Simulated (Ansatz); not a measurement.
The cell comes from COD entry 1538153, which wasn't checked; take it as a given geometry. It is an old determination, and later ones may differ.

IrO2: DFT, PBE, PAW with Ansatz's default frozen-core files, scalar-relativistic (Ansatz 0.2.0).

Command: `ansatz run input.yaml --threads 2 --pin off --max-ram 6144MiB --backend cpu --events-out ev --progress --plain --runs-dir out` The run took 31 s on 2 threads of Intel(R) Xeon(R) Platinum 8488C (Sapphire Rapids), on a shared host, peak memory 0.54 GiB.

```yaml
crystal:
  lattice:
    - [4.499, 0.0, 0.0]
    - [0.0, 4.499, 0.0]
    - [0.0, 0.0, 3.146]
  atoms:
    - { symbol: Ir, position: [0.0, 0.0, 0.0] }
    - { symbol: Ir, position: [0.5, 0.5, 0.5] }
    - { symbol: O, position: [0.311, 0.311, 0.0] }
    - { symbol: O, position: [0.189, 0.811, 0.5] }
    - { symbol: O, position: [0.689, 0.689, 0.0] }
    - { symbol: O, position: [0.811, 0.189, 0.5] }
kpoints:
  mp_grid: { grid: [8, 8, 11] }
  band_path:
    path:
      - [0.0, 0.0, 0.0]
      - [0.0, 0.5, 0.0]
      - [0.5, 0.5, 0.0]
      - [0.0, 0.0, 0.0]
      - [0.0, 0.0, 0.5]
      - [0.0, 0.5, 0.5]
      - [0.5, 0.5, 0.5]
      - [0.0, 0.0, 0.5]
      - [0.0, 0.5, 0.0]
    npoints: 14
scf:
  occupations: { method: fermi_dirac, width: 0.05 }
hamiltonian:
  xc: pbe
  pseudopotentials: { kind: paw }
output:
  forces: true
  stress: true
  eigenvalues: true
  efg: { contact_densities: true }
  populations: true
  bader: true
  dos: { projected: true, de: 0.2, e_range: [-14, 8] }
  write_density: true
  write_potential: true
  elf: true
  volumetric_format: npy
```

Output:

```
Ir: output.efg is read without spin–orbit coupling, which moves field gradients at and beside such atoms by some per cent and up to a factor of two; PAW files take it under magnetization.noncollinear and magnetization.spin_orbit
Engine: ansatz 0.2.0
Pseudopotentials: kind: paw
Pseudopotential: Ir, paw, valence charge 17, recommended cutoff 420 eV (normal)
Pseudopotential: O, paw, valence charge 6, recommended cutoff 420 eV (normal)
Functional definition: PBE
  parameter kappa = 0.804
  parameter beta = 0.06672455060314922
  exchange = pbe_x(kappa = kappa, mu = beta*pi^2/3)
  correlation = pbe_c(beta = beta)
Crystal: 6 atoms, lattice volume = 63.678 Å³
Basis set: ecut = 420 eV, 1243 PW (Γ), exchange–correlation on 64×64×48 points (8 copies of the dense FFT grid, shifted against one another)
Bands: 35, of which v1, the nominal top of the filled ones, is band 29 counted from 1 (28 counted from 0)
Symmetry: 16 space group operations
Space group: P42/mnm (ITA 136), of the structure as read, at distance tolerance 4.0e-5 Å
k-points: 90 of 704
Non-local potential: Ir, projectors of the file, l = 0: 3, l = 1: 2, l = 2: 2, l = 3: 1
Non-local potential: O, projectors of the file, l = 0: 2, l = 1: 2, l = 2: 1
PAW form: soft (Blöchl's): semilocal exchange-correlation on the pseudo side does not see the compensation charge
PAW one-centre angular grid: Ir, 590 points (default); XC on 64 Gauss nodes
PAW one-centre angular grid: O, 110 points (default); XC on 64 Gauss nodes
Initial density: superposition of atomic densities (neutral atoms: chi_scale 0, normalization atom), corrected by the library's trained network
Initial wavefunctions: pseudopotential atomic-orbital guess
Functional: x = pbe(κ = 0.804, μ = 0.2195149727645171), c = pbe(β = 0.06672455060314922)
SCF iter   1: F=—  HF=-26135.202862 eV  |F-HF|=—  |Δ(HF+E_count)|=         —  Δρ=4.00e-3  dr2=6.45e-3  ethr=1.77e-3  ⟨swp⟩=5.8  Hψ=11880  notcnv=0  defer=14
preconditioner: auto → LDOS  [metal: Δε(μ)=0.006 eV  Ē_g=11.149 eV  σ=0.050 eV  W_gap=0.03  n_scr=18 (ndim 8)  ℏωp=30.2 eV  f_vac=0.033  D(μ)=2.88/eV (n_scr^D=30)  β→1.0]
SCF iter   2: F=—  HF=-26135.205234 eV  |F-HF|=—  |Δ(HF+E_count)|=   2.37e-3  Δρ=1.61e-3  dr2=4.89e-4  ethr=1.11e-5  ⟨swp⟩=2.0  Hψ=5792  notcnv=0  defer=51
SCF iter   3: F=—  HF=-26135.205234 eV  |F-HF|=—  |Δ(HF+E_count)|=   1.96e-7  Δρ=6.42e-4  dr2=2.82e-4  ethr=8.43e-7  ⟨swp⟩=2.0  Hψ=5432  notcnv=0  defer=51
SCF iter   4: F=—  HF=-26135.205184 eV  |F-HF|=—  |Δ(HF+E_count)|=   4.96e-5  Δρ=2.50e-4  dr2=2.74e-5  ethr=4.86e-7  ⟨swp⟩=2.3  Hψ=4620  notcnv=0  defer=51
SCF iter   5: F=—  HF=-26135.205023 eV  |F-HF|=—  |Δ(HF+E_count)|=   1.61e-4  Δρ=5.34e-5  dr2=1.42e-6  ethr=4.72e-8  ⟨swp⟩=2.7  Hψ=5540  notcnv=0  defer=51
SCF iter   6: F=-26135.205023 eV  HF=-26135.205023 eV  |F-HF|=2.38e-8  |Δ(HF+E_count)|=   2.18e-7  Δρ=9.39e-6  dr2=3.83e-8  ethr=1.72e-10  ⟨swp⟩=10.1  Hψ=22053  notcnv=0
SCF 1 converged in 6 iterations: F = -26135.205023 eV  dr2 = 3.83e-8
  greatest PAW one-centre occupation: 1.000 electrons in one spin orbital (limit 2), on the Ir atom at site 1 (counted from 0), in its partial waves of l = 0
NSCF: frozen V_eff on 113 k-points
SCF converged after 6 iterations
Free energy (F): -26135.205023 eV
Harris-Foulkes:  -26135.205023 eV  (|F-HF|=2.38e-8)
Internal energy: -26135.181622 eV  (E = F + TS)
E sigma→0 (E₀):  -26135.193322 eV
Entropy (-TS):   -0.023401 eV (-3.900 meV/atom)
Fermi energy:    14.617532 eV
--- Per-component energies (eV) ---
  E_band       = -452.378752
  E_kinetic    = 1943.434012
  E_local      = -4457.267178  (includes V_loc(G=0)·N_el)
  E_nonlocal   = 339.315415
  E_hartree    = 1648.953141
  E_xc         = -825.936356
  E_vxc        = -970.160935  (∫ρ·V_xc dr)
  E_paw        = -19078.893698  (= ΣΔE_a)
  E_vpaw       = -605.614157  (= ΣTr[D̂ρ^β])
  E_aug_tail   = 0.010096  (compensation charges beyond the density's cutoff)
  E_ewald      = -5704.797054
  E_smearing   = -0.023401  (= −TS)
  E_closure    = 0.000000  (closes the sum)
  Σ components = -26135.205023   (vs F -26135.205023, Δ=0.00e0)
--- Forces (eV/Å), atoms counted from 1 ---
  atom   1  Ir     0.00000000    -0.00000000     0.00000000
  atom   2  Ir     0.00000000     0.00000000     0.00000000
  atom   3  O     -0.44326000    -0.44326000     0.00000000
  atom   4  O      0.44326000    -0.44326000     0.00000000
  atom   5  O      0.44326000     0.44326000     0.00000000
  atom   6  O     -0.44326000     0.44326000     0.00000000
  max |Σ_I F_I| component: 1.67e-16 eV/Å
--- Stress (GPa, compression-positive) ---
        5.106733       0.000000       0.000000
        0.000000       5.106733       0.000000
        0.000000       0.000000      13.145043
  P = ⅓ Tr σ = 7.7862 GPa (77.862 kbar)
--- PAW observables at the nuclei: V_zz in 10²¹ V/m², potentials from the cell's mean, atoms counted from 1 ---
  atom   1  Ir V_zz =   -15.620827   η = 0.1370   by run symmetry: allowed
            electrostatic potential = -15783.192157 V   contact ρ = 11166037.200099 e/Å³
  atom   2  Ir V_zz =   -15.620827   η = 0.1370   by run symmetry: allowed
            electrostatic potential = -15783.192157 V   contact ρ = 11166037.200099 e/Å³
  atom   3  O  V_zz =    -9.615787   η = 0.1954   by run symmetry: allowed
            electrostatic potential = -629.775614 V   contact ρ = 2156.711994 e/Å³
  atom   4  O  V_zz =    -9.615787   η = 0.1954   by run symmetry: allowed
            electrostatic potential = -629.775614 V   contact ρ = 2156.711994 e/Å³
  atom   5  O  V_zz =    -9.615787   η = 0.1954   by run symmetry: allowed
            electrostatic potential = -629.775614 V   contact ρ = 2156.711994 e/Å³
  atom   6  O  V_zz =    -9.615787   η = 0.1954   by run symmetry: allowed
            electrostatic potential = -629.775614 V   contact ρ = 2156.711994 e/Å³
--- Band table (eV; the first three rows and the last of 90) ---
  k-point 0: bands = ["-78.7656", "-78.7640", "-35.7487", "-35.7487", "-35.6816", "-35.6655", "-35.4940", "-35.4940", "-6.7320", "-5.5424", "-4.3686", "-4.3686", "4.6960", "4.9274", "6.4636", "6.4636", "6.6818", "9.4028", "9.6360", "9.6360", "10.9162", "11.6137", "11.6137", "12.0267", "12.0969", "12.1841", "12.1841", "12.4189", "12.4811", "15.3859", "15.8600", "18.7938", "19.0147", "19.0147", "20.3681"]
  k-point 1: bands = ["-78.7653", "-78.7637", "-35.7480", "-35.7480", "-35.6908", "-35.6754", "-35.4927", "-35.4927", "-6.6475", "-5.4914", "-4.4203", "-4.4203", "4.8123", "5.0154", "6.5332", "6.5332", "6.7689", "9.0638", "9.7021", "9.7021", "10.3857", "11.0832", "11.0832", "12.1444", "12.2727", "12.3788", "12.5725", "12.7305", "12.7305", "15.5884", "15.7697", "18.7668", "18.7668", "18.9946", "20.2392"]
  k-point 2: bands = ["-78.7646", "-78.7632", "-35.7459", "-35.7459", "-35.7155", "-35.7020", "-35.4894", "-35.4894", "-6.4098", "-5.3598", "-4.5555", "-4.5555", "5.1480", "5.2603", "6.7249", "6.7249", "7.0277", "8.3161", "9.4838", "9.8338", "9.8338", "10.4488", "10.4488", "11.7840", "12.3654", "12.6736", "12.8025", "13.4458", "13.4458", "15.5104", "16.0875", "18.2327", "18.2327", "19.0987", "20.3234"]
  k-point 89: bands = ["-78.7618", "-78.7618", "-35.7906", "-35.7906", "-35.7400", "-35.7400", "-35.4788", "-35.4788", "-5.1243", "-5.1243", "-5.0682", "-5.0682", "6.2712", "6.2712", "6.6718", "6.6718", "7.1343", "7.1343", "8.9164", "8.9164", "10.2654", "10.2654", "11.1884", "11.1884", "12.7815", "12.7815", "13.3190", "13.3190", "14.1737", "14.1737", "17.0593", "17.0593", "17.7650", "17.7650", "23.8705"]
--- Löwdin populations: 6 sites ---
  site symbol       q [e]
     0     Ir     15.5849
     1     Ir     15.5849
     2      O      6.6490
     3      O      6.6490
     4      O      6.6490
     5      O      6.6490
  spilling = 0.004039 (of n_electrons = 58.000000)
--- Bader charges: 6 sites ---
  site symbol  charge [e]  shift [e]
     0     Ir      1.7681     0.0011
     1     Ir      1.7681     0.0011
     2      O     -0.8840     0.0006
     3      O     -0.8840     0.0006
     4      O     -0.8840     0.0006
     5      O     -0.8840     0.0006
  estimated error of the sums over rays = 2.8e-4 e
```

populations.tsv:

```
# site	symbol	l	j	q
# orbitals = lowdin
# n_electrons = 58.000000
# spilling = 0.004039
0	Ir	0_5S	-	1.990667
0	Ir	0_6S	-	0.527715
0	Ir	1_5P	-	5.993745
0	Ir	2_5D	-	7.072764
1	Ir	0_5S	-	1.990667
1	Ir	0_6S	-	0.527715
1	Ir	1_5P	-	5.993745
1	Ir	2_5D	-	7.072764
2	O	0_2S	-	1.771872
2	O	1_2P	-	4.877119
3	O	0_2S	-	1.771872
3	O	1_2P	-	4.877119
4	O	0_2S	-	1.771872
4	O	1_2P	-	4.877119
5	O	0_2S	-	1.771872
5	O	1_2P	-	4.877119
```

bader_charges.tsv:

```
# site	symbol	x_ang	y_ang	z_ang	partial_charge_e	electrons	volume_ang3	relative_density_drop	shared_charge_e	partial_wave_shift_e
# quadrature_error_electrons = 2.8e-4
0	Ir	0.0000	0.0000	0.0000	1.76807	75.23193	12.27	-	1.76807	0.00112
1	Ir	2.2495	2.2495	1.5730	1.76807	75.23193	12.27	-	1.76807	0.00112
2	O	1.3992	1.3992	0.0000	-0.88404	8.88404	9.78	-	-0.88404	0.00056
3	O	0.8503	3.6487	1.5730	-0.88403	8.88403	9.78	-	-0.88403	0.00056
4	O	3.0998	3.0998	0.0000	-0.88404	8.88404	9.78	-	-0.88404	0.00056
5	O	3.6487	0.8503	1.5730	-0.88404	8.88404	9.78	-	-0.88404	0.00056
```
